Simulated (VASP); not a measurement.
Crystal: Mo.

```
Mo
1.0
     2.80466    0.00000    0.00000
    -1.40233    2.42890    0.00000
     0.00000    0.00000    4.58001
Mo
2
Direct
  0.33333 0.66667 0.25000
  0.66667 0.33333 0.75000
```

This isn't the form of Mo at room conditions, which is bcc.

```yaml
Program: VASP 6.6.1
Task: relaxation of cell and atoms
Functional: PBE
Dispersion: D3(BJ)
Potentials_or_basis: VASP PAW PBE potentials, release 64 (Mo_sv)
Cutoff: 600 eV
k_mesh: 18 × 18 × 10
Occupations: gaussian, width 0.1 eV
Spin: no spin polarisation
```

At the start: pressure -0.9 GPa; volume 15.60 Å³/atom.

Task: How do energy, volume and symmetry change on relaxing?

Result: Over 18 steps the energy falls by 27.6 meV/atom and the volume is 15.66 Å³/atom (+0.4 %); space group P6_3/mmc (No. 194, to 0.05 Å).

Step by step:
```
step  energy change (eV)  largest force (eV/Å)  pressure (GPa)  volume (Å³)
   1              0.0000                0.0000           -0.88        31.20
   2             -0.0097                0.0000            2.70        30.81
   3              0.0202                0.0000           15.13        29.65
   4             -0.0129                0.0000            4.82        30.60
   5             -0.0134                0.0000            6.70        30.41
   6             -0.0141                0.0000            6.88        30.39
   7             -0.0160                0.0000            7.39        30.35
   8             -0.0184                0.0000            8.47        30.26
   9             -0.0219                0.0000            8.02        30.31
  10             -0.0313                0.0000            6.71        30.47
  11             -0.0457                0.0000            4.18        30.78
  12             -0.0549                0.0000           -0.53        31.39
  13             -0.0552                0.0000            0.15        31.30
  14             -0.0552                0.0000           -0.01        31.32
  15             -0.0552                0.0000           -0.01        31.32
  16             -0.0552                0.0000           -0.02        31.32
  17             -0.0552                0.0000           -0.04        31.32
  18             -0.0552                0.0000           -0.03        31.32
```

Final structure:
```xyz
2
Lattice="2.7341 0.0000 0.0000 -1.3670 2.3678 0.0000 0.0000 0.0000 4.8379" Properties=species:S:1:pos:R:3 pbc="T T T"
Mo    0.0000    1.5785    1.2095
Mo    1.3670    0.7893    3.6284
```

Caveat: pairwise dispersion overbinds metals, which lowers pressure and volume.
